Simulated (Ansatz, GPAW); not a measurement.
# AlN with GLLB-SC from a Python script

These are simulated results from GPAW 26.7.0, not measurements. The cell was built from a prototype and was relaxed with r2SCAN in plane waves (Ansatz 0.2.0). Not every such cell is a known phase. All runs are without spin polarisation.

The symmetry is Fm-3m (No. 225, cubic); conventional cell a = 4.038 Å, 8.23 Å³ an atom. Al is surrounded by 6 N at 2.02 Å; N is surrounded by 6 Al at 2.02 Å.

GLLB-SC is a model potential. Its fundamental gap is the Kohn-Sham gap plus a derivative discontinuity, which the script evaluates at the band edges among the listed k points. Its total energy isn't variational and serves nothing here.

The script, run.py:

```python
import json
from ase import Atoms
from gpaw import GPAW, PW, FermiDirac

atoms = Atoms(['Al', 'N'],
              cell=[[0.0, 2.01886847, 2.01886847], [2.01886847, 0.0, 2.01886847], [2.01886847, 2.01886847, 0.0]],
              scaled_positions=[[0.0, 0.0, 0.0], [0.5, 0.5, 0.5]],
              pbc=True)
calc = GPAW(mode=PW(400), xc='GLLBSC', kpts={'size': (8, 8, 8), 'gamma': True},
            occupations=FermiDirac(0.02), maxiter=100, legacy_gpaw=True, txt='gpaw.txt')
atoms.calc = calc
res = {'energy': atoms.get_potential_energy(force_consistent=True)}
res['electrons'] = calc.get_number_of_electrons()
res['k'] = calc.get_ibz_k_points().tolist()
res['levels'] = [calc.get_eigenvalues(kpt=i).tolist() for i in range(len(res['k']))]
points = [[0.0, 0.0, 0.0], [0.5, 0.0, 0.5], [0.625, 0.25, 0.625], [0.375, 0.375, 0.75], [0.5, 0.5, 0.5], [0.5, 0.25, 0.75], [0.0, 0.5, 0.5]]
bands = calc.fixed_density(kpts=points, symmetry='off', nbands=round(res['electrons']) // 2 + 6, convergence={'bands': -2}, txt='bands.txt')
res['points'] = [bands.get_eigenvalues(kpt=i).tolist() for i in range(len(points))]
homo, lumo = bands.get_homo_lumo()
potential = calc.hamiltonian.xc.response.calculate_discontinuity_potential(homo, lumo)
res['discontinuity'] = bands.hamiltonian.xc.response.calculate_discontinuity(potential)
json.dump(res, open('results.json', 'w'))
print('free energy (eV):', round(res['energy'], 5))
```

Command: `python run.py`. It took 3.5 s on 1 thread of Arm Neoverse V2, with other jobs on the host, peak memory 0.12 GiB.

The log gpaw.txt, trimmed of paths, versions and times, then the last line on the terminal. An iter line gives the energy in eV and the logarithms of the changes of orbitals (plane waves alone) and density (c: converged):

```
___ ___ ___ _ _ _
 |   |   |_  | | | |

 | | | | | . | | | |

 |__ |  _|___|_____|  26.7.0
 |___|_|

Input parameters:
  kpts: {gamma: True,
         size: (8, 8, 8)}
  maxiter: 100
  mode: {ecut: 400.0,
         name: pw}
  occupations: {fixmagmom: False,
                name: fermi-dirac,
                width: 0.02}
  xc: GLLBSC

System changes: positions, numbers, cell, pbc, initial_charges, initial_magmoms

Initialize ...

species:
  Al:
    name:    Aluminium
    Z:       13.0
    valence: 3
    core:    10
    charge:  0.0  # [|e|]
    compensation charges:
      type: gauss
      rc: 0.34  # [Å]
      lmax: 2
    cutoffs:
      filter: 1.91  # [Å]
      core: 2.36  # [Å]
    projectors
    | kind |    occ | energy [eV] | rcut [Å] |

    |------|--------|-------------|----------|

    |   3s |  2.000 |      -7.950 |    1.085 |

    |   3p |  1.000 |      -3.225 |    1.085 |

    |    s |        |      19.261 |    1.085 |

    |    p |        |      23.986 |    1.085 |

    |    d |        |       0.000 |    1.085 |

    Using partial waves for Al as LCAO basis

  N:
    name:    Nitrogen
    Z:       7.0
    valence: 5
    core:    2
    charge:  0.0  # [|e|]
    compensation charges:
      type: gauss
      rc: 0.18  # [Å]
      lmax: 2
    cutoffs:
      filter: 1.11  # [Å]
      core: 0.96  # [Å]
    projectors
    | kind |    occ | energy [eV] | rcut [Å] |

    |------|--------|-------------|----------|

    |   2s |  2.000 |     -22.351 |    0.603 |

    |   2p |  3.000 |     -10.227 |    0.529 |

    |    s |        |       4.860 |    0.603 |

    |    p |        |      16.985 |    0.529 |

    |    d |        |       0.000 |    0.577 |

    Using partial waves for N as LCAO basis

Reference energy: -8065.364373  # eV

Spin-paired calculation

Convergence criteria:
 Maximum [total energy] change in last 3 cyles: 0.0005 eV / valence electron
 Maximum integral of absolute [dens]ity change: 0.0001 electrons / valence electron
 Maximum integral of absolute [eigenst]ate change: 4e-08 eV^2 / valence electron
 Maximum number of scf [iter]ations: 100
 (Square brackets indicate name in SCF output, whereas a 'c' in
 the SCF output indicates the quantity has converged.)

Symmetries present (total): 48

  ( 1  0  0)  ( 1  0  0)  ( 1  0  0)  ( 1  0  0)  ( 1  0 -1)  ( 1  0 -1)
  ( 1  0 -1)  ( 1 -1  0)  ( 0  1  0)  ( 0  0  1)  ( 1  0  0)  ( 1 -1  0)
  ( 1 -1  0)  ( 1  0 -1)  ( 0  0  1)  ( 0  1  0)  ( 1 -1  0)  ( 1  0  0)

  ( 1  0 -1)  ( 1  0 -1)  ( 1 -1  0)  ( 1 -1  0)  ( 1 -1  0)  ( 1 -1  0)
  ( 0  1 -1)  ( 0  0 -1)  ( 1  0  0)  ( 1  0 -1)  ( 0 -1  1)  ( 0 -1  0)
  ( 0  0 -1)  ( 0  1 -1)  ( 1  0 -1)  ( 1  0  0)  ( 0 -1  0)  ( 0 -1  1)

  ( 0  1  0)  ( 0  1  0)  ( 0  1  0)  ( 0  1  0)  ( 0  1 -1)  ( 0  1 -1)
  ( 1  0  0)  ( 0  1 -1)  ( 0  0  1)  (-1  1  0)  ( 1  0 -1)  ( 0  1  0)
  ( 0  0  1)  (-1  1  0)  ( 1  0  0)  ( 0  1 -1)  ( 0  0 -1)  (-1  1  0)

  ( 0  1 -1)  ( 0  1 -1)  ( 0  0  1)  ( 0  0  1)  ( 0  0  1)  ( 0  0  1)
  ( 0  0 -1)  (-1  1  0)  ( 1  0  0)  ( 0  1  0)  ( 0 -1  1)  (-1  0  1)
  ( 1  0 -1)  ( 0  1  0)  ( 0  1  0)  ( 1  0  0)  (-1  0  1)  ( 0 -1  1)

  ( 0  0 -1)  ( 0  0 -1)  ( 0  0 -1)  ( 0  0 -1)  ( 0 -1  1)  ( 0 -1  1)
[... 3 lines left out ...]
  ( 0 -1  1)  ( 0 -1  1)  ( 0 -1  0)  ( 0 -1  0)  ( 0 -1  0)  ( 0 -1  0)
  ( 0 -1  0)  (-1  0  1)  ( 1 -1  0)  ( 0  0 -1)  ( 0 -1  1)  (-1  0  0)
  ( 1 -1  0)  ( 0  0  1)  ( 0 -1  1)  (-1  0  0)  ( 1 -1  0)  ( 0  0 -1)

  (-1  1  0)  (-1  1  0)  (-1  1  0)  (-1  1  0)  (-1  0  1)  (-1  0  1)
  ( 0  1  0)  ( 0  1 -1)  (-1  0  1)  (-1  0  0)  ( 0  0  1)  ( 0 -1  1)
  ( 0  1 -1)  ( 0  1  0)  (-1  0  0)  (-1  0  1)  ( 0 -1  1)  ( 0  0  1)

  (-1  0  1)  (-1  0  1)  (-1  0  0)  (-1  0  0)  (-1  0  0)  (-1  0  0)
  (-1  1  0)  (-1  0  0)  ( 0  0 -1)  ( 0 -1  0)  (-1  1  0)  (-1  0  1)
  (-1  0  0)  (-1  1  0)  ( 0 -1  0)  ( 0  0 -1)  (-1  0  1)  (-1  1  0)

512 k-points: 8 x 8 x 8 Monkhorst-Pack grid + [1/16,1/16,1/16]
29 k-points in the irreducible part of the Brillouin zone
       k-points in crystal coordinates                weights
   0:     0.00000000    0.00000000    0.00000000          1/512
   1:     0.12500000    0.12500000    0.00000000          6/512
   2:     0.12500000    0.12500000    0.12500000          8/512
   3:     0.25000000    0.12500000    0.12500000         12/512
   4:     0.25000000    0.25000000    0.00000000          6/512
   5:     0.25000000    0.25000000    0.12500000         24/512
   6:     0.25000000    0.25000000    0.25000000          8/512
   7:     0.37500000    0.25000000   -0.37500000         24/512
   8:     0.37500000    0.25000000    0.12500000         24/512
   9:     0.37500000    0.25000000    0.25000000         24/512
          ...
  28:     0.50000000    0.50000000    0.50000000          4/512

Wave functions: Plane wave expansion
  Cutoff energy: 400.000 eV
  Number of coefficients (min, max): 295, 308
  Pulay-stress correction: 0.000000 eV/Ang^3 (de/decut=0.000000)
  Using FFTW library
  ScaLapack parameters: grid=1x1, blocksize=None
  Wavefunction extrapolation:
    Improved wavefunction reuse through dual PAW basis

Occupation numbers: Fermi-Dirac:
  width: 0.0200  # eV

Eigensolver
   Davidson(niter=2)

Densities:
  Coarse grid: 14*14*14 grid
  Fine grid: 28*28*28 grid
  Total Charge: 0.000000

Density mixing:
  Method: separate
  Backend: msr1
  Linear mixing parameter: 0.05
  old densities: 10
  Width of damping distribution: 1.1
  Damping of long wavelength oscillations: 20

Hamiltonian:
  XC and Coulomb potentials evaluated on a 28*28*28 grid
  Using the GLLBSC Exchange-Correlation functional
  External potential:
    NoExternalPotential

XC parameters: GLLBSC functional being used consists of
  -----------------------------------------------------------------------
  | Weight | Module     | Description                                   |

  -----------------------------------------------------------------------
  |  1.000 | SCREENING  | GGA_X_PBE_SOL with 2 nearest neighbor stencil |

  |  1.000 | RESPONSE   | eps=0.0500 eV                                 |

  |  1.000 | XC         | GGA_C_PBE_SOL with 2 nearest neighbor stencil |

  -----------------------------------------------------------------------

Memory estimate:
  Process memory now: 108.54 MiB
  Calculator: 4.48 MiB
    Density: 1.36 MiB
      Arrays: 0.54 MiB
      Localized functions: 0.40 MiB
      Mixer: 0.42 MiB
    Hamiltonian: 0.37 MiB
      Arrays: 0.36 MiB
      XC: 0.00 MiB
      Poisson: 0.00 MiB
      vbar: 0.01 MiB
    Wavefunctions: 2.76 MiB
      Arrays psit_nG: 1.09 MiB
      Eigensolver: 0.07 MiB
      Projections: 0.09 MiB
      Projectors: 1.26 MiB
      PW-descriptor: 0.24 MiB

Total number of cores used: 1

Number of atoms: 2
Number of atomic orbitals: 8
Number of bands in calculation: 8
Number of valence electrons: 8
Bands to converge: occupied

... initialized

Initializing position-dependent things.

Density initialized from atomic densities
Creating initial wave functions:
  8 bands from LCAO basis set
Positions:
   0 Al     0.000000    0.000000    0.000000    ( 0.0000,  0.0000,  0.0000)
   1 N      2.018868    2.018868    2.018868    ( 0.0000,  0.0000,  0.0000)

Unit cell:
           periodic     x           y           z      points  spacing
  1. axis:    yes    0.000000    2.018868    2.018868    14     0.1665
  2. axis:    yes    2.018868    0.000000    2.018868    14     0.1665
  3. axis:    yes    2.018868    2.018868    0.000000    14     0.1665

  Lengths:   2.855111   2.855111   2.855111
  Angles:   60.000000  60.000000  60.000000

Effective grid spacing dv^(1/3) = 0.1817

iter:   1   -15.657325
iter:   2   -15.670781   -2.25  -0.62
iter:   3   -13.650782   -0.29  -0.64
iter:   4   -13.250208   -0.93  -0.72
iter:   5   -13.492226   -1.24  -1.25
iter:   6   -13.248564   -2.29  -1.34
iter:   7   -13.193433   -3.16  -1.84
iter:   8   -13.179244   -3.90  -2.36
iter:   9   -13.176497   -4.87  -3.20
iter:  10   -13.180320c  -5.97  -3.29
iter:  11   -13.180695   -7.30  -4.36c
iter:  12   -13.180453c  -8.21c -4.42c

Converged after 12 iterations.

Energy contributions relative to reference atoms: (reference = -8065.364373)

Kinetic:        +12.888556
Potential:       -6.238501
External:        +0.000000
XC:             -19.783236
Entropy (-ST):   -0.000000
Local:           -0.047273
SIC:             +0.000000
--------------------------
Free energy:    -13.180453
Extrapolated:   -13.180453

GLLBSC response reference energy: 8.59597 eV (from HOMO)

Showing only first 2 kpts
 Kpt  Band  Eigenvalues  Occupancy
  0     2      8.59613    2.00000
  0     3      8.59627    2.00000
  0     4     14.44489    0.00000
  0     5     29.16787    0.00000

  1     2      8.07324    2.00000
  1     3      8.07332    2.00000
  1     4     15.81221    0.00000
  1     5     19.54749    0.00000

Fermi level: 11.97308

Gap: 5.816 eV
Transition (v -> c):
  (s=0, k=0, n=3, [0.00, 0.00, 0.00]) -> (s=0, k=24, n=4, [0.50, 0.50, 0.00])
Direct/indirect transitions are different
Direct gap: 5.849 eV
Transition at: (s=0, k=0, n=3, [0.00, 0.00, 0.00])

free energy (eV): -13.18045
```

The gap in the log is over the mesh alone; results.json adds the listed points. GLLB-SC gives a gap of 7.55 eV (5.816 eV Kohn-Sham over the listed points plus 1.734 eV discontinuity). On the same cell, plane-wave PBE (Ansatz, 10×10×10 k points and the special points) gives a gap of 4.67 eV and r2SCAN a gap of 5.52 eV; on shared hosts these took about 0.69 and 1.7 core-seconds on the 2-atom cell, against 3.5 for the script. Semilocal gaps usually lie below measured ones.
